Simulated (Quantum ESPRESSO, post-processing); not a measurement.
# 2H-MoS2, 2 layers, AA' stacking: a series in biaxial strain, part 8 of 8

Aim: how the results for 2H-MoS2, 2 layers, AA' stacking change with biaxial strain.

Quantum ESPRESSO 7.5; plane-wave DFT, PBE, GBRV ultrasoft pseudopotentials.

So far. Step 7 (Relaxing the ions, -3 %): The relaxation lowers the energy by 7 meV an atom. Step 9 (Relaxation with pw.x, 3 %): The relaxation lowers the energy by 6 meV an atom.

## (11) Relaxing the ions, 4 % (continued)

Level of this step: plane-wave DFT, PBE-D3(BJ), GBRV ultrasoft pseudopotentials (Quantum ESPRESSO).

Relaxation path:

```
step  energy less that of the first step (eV)  largest force (eV/Å)
   1                                   0.0000                0.6940
   2                                  -0.0325                0.4536
   3                                  -0.0518                0.1816
   4                                  -0.0551                0.0176
   5                                  -0.0551                0.0118
   6                                  -0.0551                0.0141
   7                                  -0.0551                0.0176
   8                                  -0.0552                0.0214
   9                                  -0.0553                0.0256
  10                                  -0.0554                0.0305
  11                                  -0.0557                0.0358
  12                                  -0.0559                0.0409
  13                                  -0.0563                0.0441
  14                                  -0.0565                0.0420
  15                                  -0.0566                0.0335
  16                                  -0.0567                0.0039
```

The atoms that moved most (Å):

```csv
atom,dx,dy,dz,length
S1,0.000,0.000,0.084,0.084
S6,0.000,0.000,-0.084,0.084
Mo5,0.000,0.000,-0.045,0.045
Mo2,0.000,0.000,0.045,0.045
```

The relaxed structure:

```cif
data_structure
_symmetry_space_group_name_H-M 'P 1'
_symmetry_Int_Tables_number 1
_cell_length_a 3.2793
_cell_length_b 3.2793
_cell_length_c 24.7252
_cell_angle_alpha 90.000
_cell_angle_beta 90.000
_cell_angle_gamma 120.000
_cell_volume 230.27
loop_
_atom_site_label
_atom_site_type_symbol
_atom_site_fract_x
_atom_site_fract_y
_atom_site_fract_z
_atom_site_occupancy
S1 S 0.33333 0.66667 0.31641 1
Mo2 Mo 0.00000 0.00000 0.37816 1
S3 S 0.33333 0.66667 0.43985 1
S4 S 0.00000 0.00000 0.56015 1
Mo5 Mo 0.33333 0.66667 0.62184 1
S6 S 0.00000 0.00000 0.68359 1
```

The relaxation lowers the energy by 9 meV an atom.

This step gave:

| Item | Value |
| --- | --- |
| free energy | -5110.2706 eV |
| Fermi energy | 2.584 eV |

## (12) Ground state, 4 %

Level of this step: plane-wave DFT, PBE, GBRV ultrasoft pseudopotentials (Quantum ESPRESSO 7.5).

m8.scf.in

```
&control
  prefix = 'm8.scf'
  outdir = './out'
  pseudo_dir = './pseudo'
  calculation = 'scf'
  tprnfor = .true.
/
&system
  ibrav = 0
  nat = 6
  ntyp = 2
  ecutwfc = 40
  ecutrho = 200
  occupations = 'smearing'
  smearing = 'fd'
  degauss = 0.002
  nbnd = 30
/
&electrons
  conv_thr = 1e-09
  mixing_beta = 0.4
  electron_maxstep = 120
  mixing_mode = 'plain'
/
ATOMIC_SPECIES
  S   32.0600  s_pbe_v1.4.uspp.F.UPF
  Mo  95.9500  mo_pbe_v1.uspp.F.UPF
CELL_PARAMETERS angstrom
  3.27928841136000 0.00000000000000 0.00000000000000
  -1.63964420568000 2.83994707048000 0.00000000000000
  0.00000000000000 0.00000000000000 24.72519547600000
ATOMIC_POSITIONS crystal
  S   0.333333333300 0.666666666700 0.316409525300
  Mo  0.000000000000 0.000000000000 0.378158719300
  S   0.333333333300 0.666666666700 0.439849646100
  S   0.000000000000 0.000000000000 0.560150353900
  Mo  0.333333333300 0.666666666700 0.621841280700
  S   0.000000000000 0.000000000000 0.683590474700
K_POINTS automatic
  12 12 1 0 0 0
```

The run is started by

```console
$ OMP_NUM_THREADS=1 mpirun -n 4 pw.x -nk 4 -in m8.scf.in > m8.scf.out
```

The log of the run:

```text
[banner, memory and clock lines left out]
Program PWSCF v.7.5 starts
[...]
Message from routine setup:
[...]
number of electrons       =        52.00
     number of Kohn-Sham states=           30
     kinetic-energy cutoff     =      40.0000  Ry
     charge density cutoff     =     200.0000  Ry
[...]
number of k points=    19  Fermi-Dirac smearing, width (Ry)=  0.0020
[...]
Dense  grid:    73963 G-vectors     FFT dimensions: (  27,  27, 216)
[...]
negative rho (up, down):  2.999E-03 0.000E+00
     Starting wfcs are   42 randomized atomic wfcs
[...]
negative rho (up, down):  3.035E-03 0.000E+00
[...]
estimated scf accuracy    <       0.16410334 Ry
[...]
negative rho (up, down):  3.052E-03 0.000E+00
[...]
estimated scf accuracy    <       0.02198427 Ry
[...]
negative rho (up, down):  3.061E-03 0.000E+00
[...]
estimated scf accuracy    <       0.01450203 Ry
[...]
negative rho (up, down):  3.050E-03 0.000E+00
[...]
estimated scf accuracy    <       0.00364443 Ry
[...]
negative rho (up, down):  3.036E-03 0.000E+00
[...]
estimated scf accuracy    <       0.00623636 Ry
[...]
negative rho (up, down):  3.041E-03 0.000E+00
[...]
estimated scf accuracy    <       0.00078681 Ry
[...]
negative rho (up, down):  3.036E-03 0.000E+00
[...]
estimated scf accuracy    <       0.00008611 Ry
[...]
negative rho (up, down):  3.036E-03 0.000E+00
[...]
estimated scf accuracy    <       0.00007011 Ry
[...]
negative rho (up, down):  3.034E-03 0.000E+00
[...]
estimated scf accuracy    <       0.00000146 Ry
[...]
negative rho (up, down):  3.034E-03 0.000E+00
[...]
estimated scf accuracy    <       0.00000968 Ry
[...]
negative rho (up, down):  3.034E-03 0.000E+00
[...]
estimated scf accuracy    <       0.00000019 Ry
[...]
negative rho (up, down):  3.034E-03 0.000E+00
[...]
estimated scf accuracy    <       0.00000001 Ry
[...]
negative rho (up, down):  3.034E-03 0.000E+00
[...]
estimated scf accuracy    <          6.5E-09 Ry
[...]
negative rho (up, down):  3.034E-03 0.000E+00
[...]
the Fermi energy is     2.5843 ev
!    total energy              =    -375.44874910 Ry
     estimated scf accuracy    <          5.3E-10 Ry
     smearing contrib. (-TS)   =      -0.00000008 Ry
     internal energy E=F+TS    =    -375.44874901 Ry
[...]
one-electron contribution =   -2546.97379499 Ry
     hartree contribution      =    1279.10810690 Ry
     xc contribution           =     -72.40174372 Ry
     ewald contribution        =     964.81868280 Ry
     convergence has been achieved in  14 iterations
     negative rho (up, down):  3.034E-03 0.000E+00
[...]
Total force =     0.006661     Total SCF correction =     0.000051
[...]
```

Run time: 35 s. Hardware: 4 MPI ranks of Arm Neoverse V2, shared host; peak memory 0.55 GiB.

This step gave:

- free energy: -5108.2405 eV
- valence top, on the run's zero: 2.344 eV
- conduction bottom, on the run's zero: 2.863 eV
- gap by band count: 0.5190 eV

## (13) The series side by side

The series in one table, energies over the lowest:

| biaxial strain | energy (eV) | gap along the path (eV) | upper vacuum level over the valence top of the mesh (eV) | lower vacuum level over that top (eV) |
| --- | --- | --- | --- | --- |
| -4 % | 0.3194 | 1.422 | 5.702 | 5.702 |
| -3 % | 0.1763 | 1.425 | 5.676 | 5.676 |
| -2 % | 0.0776 | 1.326 | 5.561 | 5.561 |
| -1 % | 0.0192 | 1.293 | 5.51 | 5.51 |
| 0 % | 0.0000 | 1.26 | 5.464 | 5.464 |
| 1 % | 0.0174 | 1.11 | 5.423 | 5.423 |
| 2 % | 0.0700 | 0.916 | 5.389 | 5.389 |
| 3 % | 0.1545 | 0.6963 | 5.323 | 5.323 |
| 4 % | 0.2701 | 0.519 | 5.292 | 5.292 |

## (14) Worked from the printed numbers

A parabola through the energies within ±2 % has E = 184.69 eV × ε² -0.172 eV × ε; for the curvature, over A = 8.610 Å² this is 184.69 × 1/8.610 × 16.02 = 344 N/m.

## (15) What came out

| Item | Value |
| --- | --- |
| C11 + C12 | 344 N/m |
| gap along the path, at -4 % and at 4 % | 1.42, 0.52 eV |
| upper vacuum level over the valence top of the mesh, at -4 % and at 4 % | 5.70, 5.29 eV |
| lower vacuum level over that top, at -4 % and at 4 % | 5.70, 5.29 eV |

What this shows: The series holds 9 members; C11 + C12: 344 N/m (PBE, GBRV ultrasoft; energies at PBE-D3(BJ), GBRV ultrasoft). The energy is lowest near zero strain. From -4 % to 4 % the gap along the path falls from 1.42 to 0.52 eV. From -4 % to 4 % the upper vacuum level over the valence top of the mesh falls from 5.70 to 5.29 eV. From -4 % to 4 % the lower vacuum level over that top falls from 5.70 to 5.29 eV. Semilocal gaps are too small; the 1×1 cell can't ripple over many cells under compression as a free sheet would. No spin-orbit coupling.

[Logs are printed without paths, hosts, clocks, repeated set-up lines and the standing remarks that a program may print on its own settings, such as how far it seeks lower states.]

[Hosts, paths, dates, database ids (printed as entryN), source tags and the programs' standing remarks are cut or masked in the printed files.]

[Maps of the electrostatic potential energy from Ansatz leave out the sawtooth potential of an applied field or a dipole correction, so their vacuum need not be flat; planar profiles and work functions include it.]
